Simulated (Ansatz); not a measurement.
**MnO: one cell, many SCF starts**

Wanted: the lowest electronic state of MnO in this cell. One SCF may end in a higher state, so several starts are tried. We look at MnO: its deposited structure (space group Fm-3m, primitive cell doubled), with 4 atoms per cell. Source: COD entry 1514111, which need not be the ambient phase.

Method: DFT r2SCAN, PAW, plane waves, scalar-relativistic, in Ansatz 0.2.0.

## 1. Starting point

The structure is cubic, space group Fm-3m (No. 225). The conventional cell has a = 4.444 Å, b = 4.444 Å, c = 4.444 Å, α = 90.00°, β = 90.00°, γ = 90.00°. Mn (site symmetry m-3m) has 6 O at 2.22 Å as nearest neighbours. O (site symmetry m-3m) is surrounded by 6 Mn at 2.22 Å.

Structure file:

```cif
data_structure
_symmetry_space_group_name_H-M 'Fm-3m'
_symmetry_Int_Tables_number 225
_cell_length_a 4.4440
_cell_length_b 4.4440
_cell_length_c 4.4440
_cell_angle_alpha 90.000
_cell_angle_beta 90.000
_cell_angle_gamma 90.000
_cell_volume 87.77
loop_
_atom_site_label
_atom_site_type_symbol
_atom_site_symmetry_multiplicity
_atom_site_Wyckoff_symbol
_atom_site_fract_x
_atom_site_fract_y
_atom_site_fract_z
_atom_site_occupancy
Mn1 Mn 4 a 0.00000 0.00000 0.00000 1
O1 O 4 b 0.50000 0.00000 0.00000 1
```

In tables a label like O4 counts atoms in the order of input.yaml; a structure file may count by element.

Planned first: parallel moments, plain SCF; opposed moments +-, plain SCF; no spin polarisation; spin on, no moments given (the program may seed its own), plain SCF. What is tried next depends on their ends.

“Plain SCF” means no search for lower states. Ends within 0.2 meV/atom and 0.1 μB count as one state.

The total moment includes the space between the atomic spheres.

## 2. Parallel moments, plain SCF

File input.yaml:

```yaml
crystal:
  lattice:
    - [0.0, 4.444, 4.444]
    - [2.222, 0.0, 2.222]
    - [2.222, 2.222, 0.0]
  atoms:
    - { symbol: Mn, position: [0.0, 0.0, 0.0], spin: 4.5 }
    - { symbol: Mn, position: [0.5, 0.0, 0.0], spin: 4.5 }
    - { symbol: O, position: [0.25, 0.5, 0.5] }
    - { symbol: O, position: [0.75, 0.5, 0.5] }
magnetization:
  spin_polarized: true
hamiltonian:
  xc: r2scan
  pseudopotentials: { kind: paw }
basis:
  ecutwfc: 500
kpoints:
  mp_grid: { grid: [4, 8, 8] }
scf:
  occupations: { method: gaussian, width: 0.1 }
  lower_state_search: "off"
output:
  forces: true
  stress: true
```

Output, shortened:

```text
[...]
Pseudopotentials: kind: paw
Pseudopotential: Mn, paw, valence charge 15, recommended cutoff 500 eV (meta_gga), Mn.paw.azcp
Pseudopotential: O, paw, valence charge 6, recommended cutoff 500 eV (meta_gga), O.paw.azcp
Functional definition: r2SCAN
[...]
Crystal: 4 atoms, lattice volume = 43.883 Å³
Basis set: ecut = 500 eV, 1105 PW (Γ), exchange–correlation on 192×96×96 points (64 copies of the dense FFT grid, shifted against one another)
Bands: 31, of which v1, the nominal top of the filled ones, is band 21 counted from 1 (20 counted from 0)
Symmetry: 24 space group operations
Space group: Fm-3m (ITA 225), of the structure as read, at distance tolerance 3.5e-5 Å
Magnetic group: BNS 225.116 (UNI 1618), of the structure as read, at distance tolerance 3.5e-5 Å
k-points: 35 of 256
[...]
Starting moments: Σ|m| = 9 μB on 2 of 4 sites
[...]
SCF iter   1: F=-8935.198376 eV  HF=-8949.926438 eV  |F-HF|=1.47e1  |Δ(HF+E_count)|=         —  Δρ=1.26e-1 (↑1.26e-1 ↓9.58e-2)  dr2=1.66e1  dr2_τ=5.99e-2  dr2_m=5.41e-1  M=9.202 μB ∫|m|=9.202 μB  β_m=0.30  ethr=3.10e-3  ⟨swp⟩=4.6  Hψ=7616  notcnv=0
[...]
spin=Collinear: Kerker preconditioning applied to the charge; magnetization (m = ρ↑ − ρ↓) channel mixes plain (no charge-response kernel on spin).
[...]
spin-set hold released at iteration 2 (the charge has settled, or the pull on large starting moments outlasts its swing): the magnetisation degrees of freedom join the quasi-Newton model from the next iteration; the mixer history was flushed
[...]
SCF iter  16: F=-8947.228616 eV  HF=-8947.228616 eV  |F-HF|=5.83e-8  |Δ(HF+E_count)|=   1.46e-7  Δρ=1.16e-6 (↑1.16e-6 ↓1.13e-6)  dr2=3.04e-10  dr2_τ=6.29e-11  dr2_m=5.45e-11  M=9.996 μB ∫|m|=9.996 μB  ethr=1.59e-11  ⟨swp⟩=3.6  Hψ=5449  notcnv=0
[...]
this state was not tested for a lower state beside it, because the mixer in use, unlike msr1, does not test its closes by its own steps (another_mixer; see scf.mixing.algorithm and scf.lower_state_search)
SCF converged after 16 iterations
Magnetization: 9.9961 μB (25.9980 up, 16.0020 down)
Absolute magnetization: 9.9961 μB (∫|ρ↑−ρ↓|, with the PAW one-centre terms)
Spin contamination: 0.0093 ħ² per cell (⟨S²⟩ above its minimum at these occupations)
Per-site moments (μB) at R_I (Å): [(4.262327293025538, 0.916575), (4.262327293025538, 0.916575), (0.25944625113382686, 0.916575), (0.25944625113382686, 0.916575)]
Free energy (F): -8947.228616 eV
[...]
E sigma→0 (E₀):  -8947.228077 eV
Entropy (-TS):   -0.001078 eV (-0.270 meV/atom)
Fermi energy:    13.280777 eV
[...]
--- Forces (eV/Å), atoms counted from 1 ---
  atom   1  Mn    -0.00000000     0.00000000    -0.00000000
  atom   2  Mn     0.00000000     0.00000000    -0.00000000
  atom   3  O      0.00000000     0.00000000     0.00000000
  atom   4  O      0.00000000     0.00000000     0.00000000
[...]
--- Stress (GPa, compression-positive) ---
        0.703199      -0.000000      -0.000000
       -0.000000       0.703199       0.000000
       -0.000000       0.000000       0.703199
  P = ⅓ Tr σ = 0.7032 GPa (7.032 kbar)
```

It took 12 s on 2 threads of an Arm CPU, shared host; peak memory 0.5 GiB.

Result: ferromagnetic, site moments Mn1 4.26, Mn2 4.26, O3 0.26, O4 0.26 μB, total 10.00 μB per cell, no gap on the k-mesh.

## 3. Opposed moments +-, plain SCF

Changes to input.yaml since step 2:

```diff
@@ -7,3 +7,3 @@
     - { symbol: Mn, position: [0.0, 0.0, 0.0], spin: 4.5 }
-    - { symbol: Mn, position: [0.5, 0.0, 0.0], spin: 4.5 }
+    - { symbol: Mn, position: [0.5, 0.0, 0.0], spin: -4.5 }
     - { symbol: O, position: [0.25, 0.5, 0.5] }
```

Output:

```text
[... 13 lines as in an earlier run ...]
Symmetry: 12 space group operations
Space group: R-3m (ITA 166), of the structure as read, at distance tolerance 3.5e-5 Å
Magnetic group: BNS 166.102 (UNI 1332), of the structure as read, at distance tolerance 3.5e-5 Å
[... 9 lines as in an earlier run ...]
Starting moments: Σ|m| = 9 μB on 2 of 4 sites
Starting magnetic order: antiferromagnet; a translation exchanges its spin sublattices: spin-degenerate at every k-point
[... 2 lines as in an earlier run ...]
spin-down is spin-up translated by (0.5, 0, 0): one eigenproblem is solved per k-point and the antiferromagnetic symmetry of the starting moments is kept exactly by this SCF (crystal.symmetry.spin_inversion_symmetry: false solves both channels; [...]
SCF iter   1: F=-8935.679740 eV  HF=-8950.278037 eV  |F-HF|=1.46e1  |Δ(HF+E_count)|=         —  Δρ=1.11e-1 (↑1.11e-1 ↓1.11e-1)  dr2=1.66e1  dr2_τ=4.55e-2  dr2_m=4.83e-1  M=0.000 μB ∫|m|=8.618 μB  β_m=0.30  ethr=3.10e-3  ⟨swp⟩=4.5  Hψ=3906  notcnv=0  defer=6
preconditioner: auto → none  [insulator: Δε(μ)=0.572 eV  Ē_g=11.743 eV  σ=0.100 eV  W_gap=1.00  n_scr=16 (ndim 8)  ℏωp=28.6 eV  f_vac=0.000  D(μ)=0.00/eV (n_scr^D=0)  ε∞_Penn≈6.9]
SCF iter   2: F=-8946.483920 eV  HF=-8947.513241 eV  |F-HF|=1.03e0  |Δ(HF+E_count)|=    2.76e0  Δρ=4.31e-2 (↑4.31e-2 ↓4.31e-2)  dr2=1.83e0  dr2_τ=1.30e-1  dr2_m=3.30e-1  M=0.000 μB ∫|m|=9.327 μB  β_m=0.30  ethr=3.10e-3  ⟨swp⟩=3.9  Hψ=2726  notcnv=0  defer=130
Mixer restart at iter 2: flushing history
[... 1 line as in an earlier run ...]
SCF iter   3: F=-8947.410677 eV  HF=-8947.325475 eV  |F-HF|=8.52e-2  |Δ(HF+E_count)|=   1.88e-1  Δρ=2.48e-2 (↑2.48e-2 ↓2.48e-2)  dr2=1.83e-1  dr2_τ=1.98e-2  dr2_m=1.80e-1  M=0.000 μB ∫|m|=9.253 μB  β_m=0.30  ethr=3.10e-3  ⟨swp⟩=2.2  Hψ=2181  notcnv=0  defer=131  κ⁻¹=1.0e0(r=1)
SCF iter   4: F=-8947.431160 eV  HF=-8947.386691 eV  |F-HF|=4.45e-2  |Δ(HF+E_count)|=   6.12e-2  Δρ=1.68e-2 (↑1.68e-2 ↓1.68e-2)  dr2=7.08e-2  dr2_τ=4.51e-3  dr2_m=8.54e-2  M=0.000 μB ∫|m|=9.273 μB  β_m=0.30  ethr=4.36e-4  ⟨swp⟩=2.0  Hψ=1605  notcnv=0  defer=131  κ⁻¹=3.3e-2(r=2)
SCF iter   5: F=-8947.440428 eV  HF=-8947.437226 eV  |F-HF|=3.20e-3  |Δ(HF+E_count)|=   5.05e-2  Δρ=4.58e-3 (↑4.58e-3 ↓4.58e-3)  dr2=4.27e-3  dr2_τ=4.29e-4  dr2_m=5.42e-3  M=0.000 μB ∫|m|=9.293 μB  β_m=0.30  ethr=1.68e-4  ⟨swp⟩=2.0  Hψ=1768  notcnv=0  defer=131  κ⁻¹=2.4e-3(r=3)
SCF iter   6: F=-8947.441986 eV  HF=-8947.441633 eV  |F-HF|=3.54e-4  |Δ(HF+E_count)|=   4.41e-3  Δρ=1.32e-3 (↑1.32e-3 ↓1.32e-3)  dr2=3.34e-4  dr2_τ=3.41e-5  dr2_m=5.72e-4  M=0.000 μB ∫|m|=9.304 μB  β_m=0.30  ethr=1.02e-5  ⟨swp⟩=2.0  Hψ=1664  notcnv=0  defer=131  κ⁻¹=4.1e-4(r=4)
SCF iter   7: F=-8947.442069 eV  HF=-8947.442124 eV  |F-HF|=5.53e-5  |Δ(HF+E_count)|=   4.92e-4  Δρ=4.11e-4 (↑4.11e-4 ↓4.11e-4)  dr2=8.28e-5  dr2_τ=3.12e-6  dr2_m=3.67e-5  M=0.000 μB ∫|m|=9.307 μB  β_m=0.30  ethr=7.95e-7  ⟨swp⟩=2.0  Hψ=1549  notcnv=0  defer=131  κ⁻¹=1.4e-5(r=5)
SCF iter   8: F=-8947.442089 eV  HF=-8947.442085 eV  |F-HF|=3.69e-6  |Δ(HF+E_count)|=   3.93e-5  Δρ=1.19e-4 (↑1.19e-4 ↓1.19e-4)  dr2=1.46e-6  dr2_τ=2.94e-7  dr2_m=4.86e-6  M=0.000 μB ∫|m|=9.307 μB  β_m=0.30  ethr=1.97e-7  ⟨swp⟩=2.0  Hψ=1703  notcnv=0  defer=131  κ⁻¹=1.6e-6(r=6)
SCF iter   9: F=-8947.442090 eV  HF=-8947.442090 eV  |F-HF|=4.92e-7  |Δ(HF+E_count)|=   4.86e-6  Δρ=5.74e-5 (↑5.74e-5 ↓5.74e-5)  dr2=1.01e-6  dr2_τ=7.15e-8  dr2_m=1.07e-6  M=0.000 μB ∫|m|=9.308 μB  β_m=0.30  ethr=3.47e-9  ⟨swp⟩=2.0  Hψ=1667  notcnv=0  defer=131  κ⁻¹=1.5e-7(r=7)
SCF iter  10: F=-8947.442091 eV  HF=-8947.442091 eV  |F-HF|=2.53e-8  |Δ(HF+E_count)|=   1.12e-6  Δρ=1.13e-5 (↑1.13e-5 ↓1.13e-5)  dr2=3.76e-8  dr2_τ=2.42e-9  dr2_m=3.57e-8  M=0.000 μB ∫|m|=9.308 μB  ethr=2.38e-10  ⟨swp⟩=3.0  Hψ=3859  notcnv=0
SCF 1 converged in 10 iterations: F = -8947.442091 eV  dr2 = 3.76e-8
[... 1 line as in an earlier run ...]
SCF converged after 10 iterations
Magnetization: 0.0000 μB (21.0000 up, 21.0000 down)
Absolute magnetization: 9.3086 μB (∫|ρ↑−ρ↓|, with the PAW one-centre terms)
Spin contamination: 4.8575 ħ² per cell (⟨S²⟩ above its minimum at these occupations)
Per-site moments (μB) at R_I (Å): [(4.197142906907331, 0.916575), (-4.197142906907331, 0.916575), (4.405650115712141e-17, 0.916575), (-4.00652479878373e-17, 0.916575)]
Free energy (F): -8947.442091 eV
Harris-Foulkes:  -8947.442091 eV  (|F-HF|=2.53e-8)
Internal energy: -8947.442091 eV  (E = F + TS)
E sigma→0 (E₀):  -8947.442091 eV
Fermi energy:    13.041156 eV
--- Per-component energies (eV) ---
  E_band       = -539.341792
  E_kinetic    = 950.826345
  E_local      = -4472.254184  (includes V_loc(G=0)·N_el)
  E_nonlocal   = 610.740477
  E_hartree    = 1797.699711
  E_xc         = -360.699574
  E_vxc        = -525.567385  (∫ρ·V_xc dr)
  E_paw        = -2960.111681  (= ΣΔE_a)
  E_vpaw       = -733.458612  (= ΣTr[D̂ρ^β])
  E_aug_tail   = 0.001967  (compensation charges beyond the density's cutoff)
  E_vtau       = 34.974337  (kinetic-family band-sum trace: ∫τ·v_τ [+ j·A + Jᵃ·Aᵃ] dr)
  E_ewald      = -4513.015184
  E_core_change = -0.629968  (= ΣΔE_core)
  E_smearing   = -0.000000  (= −TS)
  E_closure    = -0.000000  (closes the sum)
  Σ components = -8947.442091   (vs F -8947.442091, Δ=0.00e0)
--- Forces (eV/Å), atoms counted from 1 ---
  atom   1  Mn     0.00000000     0.00000000    -0.00000000
  atom   2  Mn     0.00000000     0.00000000     0.00000000
  atom   3  O     -0.00000000     0.00000000     0.00000000
  atom   4  O      0.00000000    -0.00000000    -0.00000000
  max |Σ_I F_I| component: 1.29e-26 eV/Å
--- Stress (GPa, compression-positive) ---
       -3.033955       1.280618       1.280618
        1.280618      -3.033955      -1.280618
        1.280618      -1.280618      -3.033955
  P = ⅓ Tr σ = -3.0340 GPa (-30.340 kbar)
```

Run time: 6 s. Hardware: 2 threads of an Arm CPU, shared host; peak memory 0.5 GiB.

The state reached is antiferromagnetic (magnetic neighbours of Mn1 with a moment over 0.3 of its own that point the other way: 6 of 12 at 3.14 Å, 6 of 6 at 4.44 Å), site moments Mn1 4.20, Mn2 -4.20 μB, total 0.00 μB per cell, a gap of 1.66 eV on the k-mesh. It lies 53.4 meV/atom below the lowest state so far (step 2).

## 4. No spin polarisation

Changes to input.yaml since step 3:

```diff
@@ -6,8 +6,6 @@
   atoms:
-    - { symbol: Mn, position: [0.0, 0.0, 0.0], spin: 4.5 }
-    - { symbol: Mn, position: [0.5, 0.0, 0.0], spin: -4.5 }
+    - { symbol: Mn, position: [0.0, 0.0, 0.0] }
+    - { symbol: Mn, position: [0.5, 0.0, 0.0] }
     - { symbol: O, position: [0.25, 0.5, 0.5] }
     - { symbol: O, position: [0.75, 0.5, 0.5] }
-magnetization:
-  spin_polarized: true
 hamiltonian:
```

Output, shortened:

```text
[... 12 lines as in an earlier run ...]
Bands: 25, of which v1, the nominal top of the filled ones, is band 21 counted from 1 (20 counted from 0)
[... 10 lines as in an earlier run ...]
[...]
[... 2 lines as in an earlier run ...]
SCF iter   1: F=-8940.643073 eV  HF=-8940.361484 eV  |F-HF|=2.82e-1  |Δ(HF+E_count)|=         —  Δρ=4.66e-2  dr2=2.51e-1  dr2_τ=2.28e-1  ethr=1.77e-3  ⟨swp⟩=3.9  Hψ=3091  notcnv=0
[...]
SCF iter   9: F=-8940.760785 eV  HF=-8940.760785 eV  |F-HF|=9.05e-9  |Δ(HF+E_count)|=   1.12e-8  Δρ=9.32e-6  dr2=1.89e-8  dr2_τ=6.90e-10  ethr=2.38e-10  ⟨swp⟩=3.5  Hψ=3620  notcnv=0
[...]
SCF converged after 9 iterations
Free energy (F): -8940.760785 eV
[...]
E sigma→0 (E₀):  -8940.718064 eV
Entropy (-TS):   -0.085443 eV (-21.361 meV/atom)
Fermi energy:    12.584563 eV
[...]
--- Forces (eV/Å), atoms counted from 1 ---
  atom   1  Mn     0.00000000     0.00000000     0.00000000
  atom   2  Mn     0.00000000     0.00000000    -0.00000000
  atom   3  O      0.00000000     0.00000000     0.00000000
  atom   4  O      0.00000000     0.00000000     0.00000000
[...]
--- Stress (GPa, compression-positive) ---
      -36.950533       0.000107       0.000107
        0.000107     -36.950533      -0.000107
        0.000107      -0.000107     -36.950533
  P = ⅓ Tr σ = -36.9505 GPa (-369.505 kbar)
```

Run time: 4 s. Hardware: 2 threads of an Arm CPU, shared host; peak memory 0.46 GiB.

The state reached is non-magnetic (no spin polarisation), no gap on the k-mesh. Against step 3, the lowest until now, it is 1670 meV/atom higher.

[end of part 1 of 2]
